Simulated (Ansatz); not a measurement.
Input and command of a calculation in Ansatz (plane waves; scalar-relativistic PAW potentials unless the input names others):

```yaml
crystal:
  lattice:
    - [-2.1538192613, 2.1538192613, 2.1538192613]
    - [2.1538192613, -2.1538192613, 2.1538192613]
    - [2.1538192613, 2.1538192613, -2.1538192613]
  atoms:
    - { symbol: Ca, position: [0.0, 0.0, 0.0] }
basis:
  ecutwfc: 420
kpoints:
  mp_grid: { grid: [9, 9, 9] }
hamiltonian:
  xc: pbe
  dispersion: d3bj
scf:
  occupations: { method: fermi_dirac, width: 0.15 }
output:
  forces: true
  eigenvalues: true
  stress: true
```

```bash
ansatz run input.yaml --threads 4 --pin off --max-ram 10240MiB --backend cpu --events-out ev --progress --plain --runs-dir out
```

Abridged log:
```
Basis set: ecut = 420 eV, 767 PW (Γ), exchange–correlation on 50×50×50 points (8 copies of the dense FFT grid, shifted against one another)
Bands: 9, of which v1, the nominal top of the filled ones, is band 5 counted from 1 (4 counted from 0)
Symmetry: 48 space group operations
k-points: 35 of 729
SCF iter   1: F=—  HF=-1817.133934 eV  |F-HF|=—  |Δ(HF+E_count)|=         —  Δρ=9.55e-4  dr2=1.75e-4  ethr=1.77e-3  ⟨swp⟩=6.0  Hψ=2569  notcnv=0
SCF iter   2: F=—  HF=-1817.134059 eV  |F-HF|=—  |Δ(HF+E_count)|=   1.24e-4  Δρ=5.24e-4  dr2=5.23e-5  ethr=1.75e-6  ⟨swp⟩=2.1  Hψ=762  notcnv=0
SCF iter   3: F=—  HF=-1817.134153 eV  |F-HF|=—  |Δ(HF+E_count)|=   9.37e-5  Δρ=1.14e-4  dr2=5.37e-6  ethr=5.23e-7  ⟨swp⟩=2.6  Hψ=440  notcnv=0
SCF iter   4: F=—  HF=-1817.134155 eV  |F-HF|=—  |Δ(HF+E_count)|=   2.37e-6  Δρ=3.93e-5  dr2=6.94e-7  ethr=5.37e-8  ⟨swp⟩=2.0  Hψ=354  notcnv=0
SCF iter   5: F=-1817.134155 eV  HF=-1817.134155 eV  |F-HF|=7.79e-9  |Δ(HF+E_count)|=   3.23e-7  Δρ=5.62e-6  dr2=8.33e-9  ethr=6.94e-9  ⟨swp⟩=2.3  Hψ=394  notcnv=0
SCF iter   6: F=-1817.134155 eV  HF=-1817.134155 eV  |F-HF|=8.82e-11  |Δ(HF+E_count)|=   8.59e-9  Δρ=1.12e-6  dr2=7.67e-10  ethr=8.33e-11  ⟨swp⟩=1.9  Hψ=990  notcnv=0
SCF 1 converged in 6 iterations: F = -1817.134155 eV  dr2 = 7.67e-10
SCF converged after 6 iterations
Free energy (F): -1817.134155 eV
Harris-Foulkes:  -1817.134155 eV  (|F-HF|=8.82e-11)
Internal energy: -1817.033643 eV  (E = F + TS)
E sigma→0 (E₀):  -1817.083899 eV
Entropy (-TS):   -0.100512 eV (-100.512 meV/atom)
Fermi energy:    5.342111 eV
  E_disp       = -0.242867  (pairwise vdW)
--- Forces (eV/Å), atoms counted from 1 ---
  atom   1  Ca     0.00000000     0.00000000     0.00000000
--- Stress (GPa, compression-positive) ---
        0.079737       0.000000       0.000000
        0.000000       0.079737       0.000000
        0.000000       0.000000       0.079737
  P = ⅓ Tr σ = 0.0797 GPa (0.797 kbar)
```

Apart from outputs, empty bands and the relaxation, which only the reference makes, the input differs from a reference run on usual settings in kpoints.mp_grid.grid: [14, 14, 14] → [9, 9, 9]; scf.occupations.method: "gaussian" → "fermi_dirac"; scf.occupations.width: 0.1 → 0.15. The reference, at the same geometry, ended its own course with pressure -0.01 GPa, largest force 0.000 eV/Å, no gap on the mesh. This run converged in 6 SCF iterations with an energy at zero smearing 3.95 meV/atom below the reference's, pressure 0.08 GPa, largest force 0.000 eV/Å, no gap on the mesh. Its k mesh is looser than usual, and the result moved.

Time: 0.4 s on 4 threads of AMD EPYC 7R43 64-Core Processor (Zen 3), with other jobs on the host, peak memory 0.33 GiB.